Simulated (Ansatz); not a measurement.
A structure relaxed at PBE0-D4/def2-TZVP, charge 0, multiplicity 1:

```xyz
15

C    -1.4708    0.3564    0.0453
C    -0.7382    1.0181   -0.8431
C     0.6511    0.3741   -0.8508
C     1.2745    0.6263    0.5250
C     0.5420   -0.0356    1.4132
C    -0.5787   -0.7368    0.6403
C     0.2187   -1.0952   -0.6355
H    -2.4851    0.5621    0.3587
H    -1.0170    1.8882   -1.4216
H     1.2793    0.5985   -1.7108
H     2.1176    1.2780    0.7091
H     0.6496   -0.0483    2.4892
H    -1.0908   -1.5425    1.1630
H     1.0590   -1.7648   -0.4414
H    -0.4113   -1.4785   -1.4407
```

(1) Give its formula and SMILES.

(2) Point group (tolerance 0.08 Å, 0.16 Å for H)?

(3) Summarise the bond lengths by kind.

Results:

(1) C7H8, `C1=C[C@H]2C=C[C@@H]1C2`.

(2) C2v.

(3) 8 × C–C 1.328 to 1.547 Å; 8 × C–H 1.081 to 1.092 Å.

Results of the Gaussian-basis code of Ansatz.
